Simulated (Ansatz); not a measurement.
input.yaml

```yaml
crystal:
  lattice:
    - [3.2245739853, 0.0, 0.0]
    - [-1.6122869926, 2.7925629876, 0.0]
    - [0.0, 0.0, 5.0273895995]
  atoms:
    - { symbol: Hg, position: [0.6666666667, 0.3333333333, 0.75] }
    - { symbol: Hg, position: [0.3333333333, 0.6666666667, 0.25] }
basis:
  ecutwfc: 420
kpoints:
  mp_grid: { grid: [15, 15, 8] }
hamiltonian:
  xc: pbe
  dispersion: d3bj
scf:
  occupations: { method: gaussian, width: 0.1 }
output:
  forces: true
  stress: true
  eigenvalues: true
relax:
  adjacent_minimum: "off"
  f_tol: 0.01
  max_steps: 30
  cell: { stress_tol: 0.1, fix: [volume] }
```

Command:
```bash
ansatz run input.yaml --threads 1 --pin off --max-ram 2560MiB --backend cpu --events-out ev --progress --plain --runs-dir out
```

Computed with DFT PBE+D3(BJ), scalar-relativistic, plane waves, PAW (Ansatz 0.2.0).

Part of what the program printed, abridged (final results; tables in files aren't shown):

```
SCF 5 converged in 4 iterations: F = -27627.608825 eV  dr2 = 3.23e-11
SCF converged after 4 iterations
Free energy (F): -27627.608825 eV
Harris-Foulkes:  -27627.608825 eV  (|F-HF|=7.28e-11)
Internal energy: -27627.604591 eV  (E = F + TS)
E sigma→0 (E₀):  -27627.606708 eV
Entropy (-TS):   -0.004234 eV (-2.117 meV/atom)
Fermi energy:    15.581102 eV
--- Per-component energies (eV) ---
  E_band       = -741.823642
  E_kinetic    = 1210.536697
  E_local      = -4853.374291  (includes V_loc(G=0)·N_el)
  E_nonlocal   = 144.410992
  E_hartree    = 2084.107699
  E_xc         = -442.375049
  E_vxc        = -526.631404  (∫ρ·V_xc dr)
  E_paw        = -19889.578414  (= ΣΔE_a)
  E_vpaw       = -884.982925  (= ΣTr[D̂ρ^β])
  E_aug_tail   = 0.001875  (compensation charges beyond the density's cutoff)
  E_ewald      = -5880.408926
  E_disp       = -0.925173  (pairwise vdW)
  E_smearing   = -0.004234  (= −TS)
--- Forces (eV/Å), atoms counted from 1 ---
  atom   1  Hg     0.00000000     0.00000000     0.00000000
  atom   2  Hg     0.00000000     0.00000000     0.00000000
--- Stress (GPa, compression-positive) ---
        3.529757       0.000000       0.000000
        0.000000       3.529757       0.000000
        0.000000       0.000000       3.488520
  P = ⅓ Tr σ = 3.5160 GPa (35.160 kbar)
--- Band table (eV; the first three rows and the last of 135) ---
  k-point 0: bands = ["-99.1454", "-99.1438", "-47.6192", "-47.5799", "-47.5799", "-47.5722", "-47.5716", "-47.5716", "6.3165", "7.4875", "8.6059", "8.6260", "8.6260", "8.7858", "8.7858", "8.9509", "8.9509", "9.7414", "9.7414", "14.0287", "14.4434", "28.1878", "28.2110", "28.2110"]
  k-point 1: bands = ["-99.1453", "-99.1438", "-47.6175", "-47.5796", "-47.5796", "-47.5740", "-47.5719", "-47.5719", "6.4253", "7.5076", "8.5891", "8.5911", "8.5911", "8.7607", "8.7607", "9.0229", "9.0229", "9.7318", "9.7318", "12.5121", "16.1610", "28.0878", "28.2665", "28.2665"]
  k-point 2: bands = ["-99.1452", "-99.1440", "-47.6124", "-47.5791", "-47.5787", "-47.5787", "-47.5729", "-47.5729", "6.7374", "7.5583", "8.5440", "8.5440", "8.5577", "8.6972", "8.6972", "9.1755", "9.1755", "9.6956", "9.6956", "11.0295", "18.2499", "27.4610", "28.4234", "28.4426"]
  k-point 134: bands = ["-99.1436", "-99.1436", "-47.6083", "-47.6083", "-47.5970", "-47.5970", "-47.5812", "-47.5812", "8.0001", "8.0001", "8.4885", "8.4885", "8.8304", "8.8304", "9.0923", "9.0923", "9.7619", "9.7619", "15.5344", "15.5344", "17.0627", "17.0627", "18.5320", "18.5320"]
--- Relaxed structure (4 steps of the walk, 3 accepted, 1 SCFs on fresh bases) ---
  F+E_penalty+E_count = -27627.60882537 eV   max|allowed force component| = 2.776e-17 eV/Å   (the final SCF, on the basis selected at the relaxed cell)
  cell:  # Å, volume = 45.2708 Å³
    - [3.19762127, 0.0, 0.0]
    - [-1.59881063, 2.76922125, 0.0]
    - [0.0, 0.0, 5.11249838]
  atoms:
    - { symbol: Hg, position: [0.66666666, 0.33333333, 0.74999999] }
    - { symbol: Hg, position: [0.33333333, 0.66666666, 0.25] }
```

The relaxation met its thresholds.

It took 31 s on 1 thread of Arm Neoverse V1, with other jobs on the host, peak memory 0.39 GiB.

Spin–orbit coupling is left out, which can shift energies with elements as heavy as these.